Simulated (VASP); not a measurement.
A run of VASP 6.6.1 is set up as follows.

The input INCAR:

```
SYSTEM = Hf
ALGO = Normal
EDIFF = 1E-7
EDIFFG = -0.002
ENCUT = 520
GGA = PS
IBRION = 2
ISIF = 3
ISMEAR = 0
LASPH = .True.
LCHARG = .False.
LREAL = .False.
LWAVE = .False.
NELM = 60
NSW = 80
PREC = Accurate
PSTRESS = 300.0
SIGMA = 0.1
```

File KPOINTS:

```
k-points
0
Gamma
  6 6 6
  0 0 0
```

POSCAR

```
Hf                                      
1.0
   -1.6290204393      1.6290204393      1.6290204393
    1.6290204393     -1.6290204393      1.6290204393
    1.6290204393      1.6290204393     -1.6290204393
  Hf            
     1
Direct
     0.0000000000000000    0.0000000000000000    0.0000000000000000
```

Potentials or basis: VASP PAW PBE potentials, release 64 (Hf_pv).

Run with:

```console
$ cat potpaw_PBE.64/Hf_pv/POTCAR > POTCAR
$ mpirun -np 1 vasp_std > vasp.out
```

Question: Predict the band gap on the k mesh.

Answer: None (metal or under the smearing width).

Final structure:
```xyz
1
Lattice="-1.6290 1.6290 1.6290 1.6290 -1.6290 1.6290 1.6290 1.6290 -1.6290" Properties=species:S:1:pos:R:3 pbc="T T T"
Hf    0.0000    0.0000    0.0000
```

Caveat: the k mesh is coarse (spacing up to 0.45 Å⁻¹), so the values aren't converged; the relaxation stopped at its first step, so nothing moved. Spin-orbit coupling is left out, which matters for the levels of Hf.
